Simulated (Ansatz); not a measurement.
Relaxed sheet of BN:

```
CELL_PARAMETERS angstrom
2.50876 0.00000 0.00000
-1.25438 2.17265 0.00000
0.00000 0.00000 26.00000
ATOMIC_POSITIONS crystal
B 0.00000 0.00000 0.50000
N 0.66667 0.33333 0.50000
```

The calculation used Ansatz, DFT PBE+D3(BJ), scalar-relativistic, plane waves, PAW. Settings: cutoff 420 eV, Γ-centred mesh 12×12×1 on the computed 2-atom cell, Gaussian smearing of 0.02 eV; no spin polarisation. The sheet is isolated along c (Coulomb cut-off).

Atoms relax at each strain; stress is positive in compression. Unstrained: gap 4.68 eV, thickness 0.000 Å.

**Question.** Which strain in the plane gives ΔE (meV/cell) = 20.5, σxx (N/m) = 1.47, σyy (N/m) = 6.08?

**Answer.** Strain along y (x held) of -2 %. Stress that grows in proportion gives ΔE = ½σεA, with A = 5.45 Å² unstrained, so ε is about -2.0 %; positive stress means squeezing. The gap is then 4.66 eV.

The reference crystal is a form of BN, which isn't its usual structure.